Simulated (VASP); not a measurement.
# VASP inputs for RbBr (strained CsCl)

INCAR

```
ISMEAR = 0
METAGGA = R2SCAN
ENCUT = 520
SIGMA = 0.01
LREAL = .FALSE.
LWAVE = .FALSE.
LCHARG = .FALSE.
NSW = 0
IBRION = -1
EDIFF = 1E-7
NBANDS = 15
ISIF = 2
ALGO = Normal
PREC = Accurate
LASPH = .TRUE.
NELM = 120
```

KPOINTS

```
KPOINTS created by Atomic Simulation Environment
0
Gamma
6 6 6
0 0 0
```

KPOINTS_OPT

```
special points
4
Reciprocal
0.0000000000 0.0000000000 0.0000000000 1
0.0000000000 0.5000000000 0.0000000000 1
0.5000000000 0.5000000000 0.0000000000 1
0.5000000000 0.5000000000 0.5000000000 1
```

POSCAR

```
Rb Br
 1.0000000000000000
     4.0961415907000003    0.0000000000000000    0.0000000000000000
     0.0000000000000000    4.0961415907000003    0.0000000000000000
     0.0000000000000000    0.0000000000000000    4.1403347241999997
 Rb  Br
   1   1
Cartesian
  0.0000000000000000  0.0000000000000000  0.0000000000000000
  2.0480707953500001  2.0480707953500001  2.0701673620999994
```

VASP ran with the recommended PBE PAW datasets (16 valence electrons in the cell).

Problem. What does this run give?

Solution. gap between bands v and c 4.86 eV; least direct gap 5.01 eV; pressure 0.2 GPa.

Band v is the last that the valence electrons fill when counted band by band, and c is the next. Levels in eV from the top of v:

| point | v−1 | v | c | c+1 |
| --- | --- | --- | --- | --- |
| Γ | -0.15 | -0.15 | 4.86 | 6.07 |
| X | -0.29 | -0.22 | 7.45 | 7.85 |
| M | -1.10 | -0.05 | 5.93 | 6.85 |
| R | -1.39 | -1.37 | 8.87 | 8.92 |
